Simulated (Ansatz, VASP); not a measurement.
Ba in VASP and in Ansatz

INCAR

```
SYSTEM = Ba
ALGO = Normal ; EDIFF = 1E-6
ENCUT = 520 ; GGA = CA
ISIF = 2 ; ISMEAR = 0
LASPH = .TRUE. ; LCHARG = .TRUE.
LELF = .TRUE. ; LREAL = .FALSE.
LVHAR = .TRUE. ; LWAVE = .FALSE.
NBANDS = 11 ; NELM = 60
PREC = Accurate ; SIGMA = 1.0
```

KPOINTS

```
k-points
0
G
  9 9 9
  0 0 0
```

POSCAR

```
Ba
1.0
   -2.3789385306      2.3789385306      2.3789385306
    2.3789385306     -2.3789385306      2.3789385306
    2.3789385306      2.3789385306     -2.3789385306
Ba
1
Direct
    0.0000000000      0.0000000000      0.0000000000
```

Input for Ansatz:

```yaml
crystal:
  lattice:
    - [-2.3789385306, 2.3789385306, 2.3789385306]
    - [2.3789385306, -2.3789385306, 2.3789385306]
    - [2.3789385306, 2.3789385306, -2.3789385306]
  atoms:
    - { symbol: Ba, position: [0.0, 0.0, 0.0] }
hamiltonian:
  xc: lda
  pseudopotentials:
    kind: paw
    azcp:
      Ba: "pseudopotentials/Ba.paw.azcp"
basis:
  ecutwfc: 420
  fft_grid_basis: typed
kpoints:
  mp_grid: { grid: [9, 9, 9], shift: [0, 0, 0] }
magnetization:
  spin_polarized: false
scf:
  occupations: { method: gaussian, width: 1.0 }
  lower_state_search: "off"
output:
  stress: true
```

Alike in both runs: task single point; functional LDA; k mesh 9 × 9 × 9; occupations gaussian, width 1 eV; no spin polarisation.

|  | VASP | Ansatz |
| --- | --- | --- |
| version | VASP 6.6.1 | Ansatz 0.2.0 |
| potentials or method | VASP PAW LDA potentials, release 64 (Ba_sv) | plane waves (420 eV) with PAW, scalar-relativistic |
| plane-wave cutoff (eV) | 520 | 420 |
| valence electrons in the cell | 10 | 10 |

VASP gave:

| Property | Result |
| --- | --- |
| pressure (GPa) | 0.6 |

Problem. Estimate Ansatz's values.

Solution. Pressure (GPa): 0.5.

Ansatz warned: «pseudo_functional_mismatch».

Spin-orbit coupling is left out, which matters for the levels of Ba.
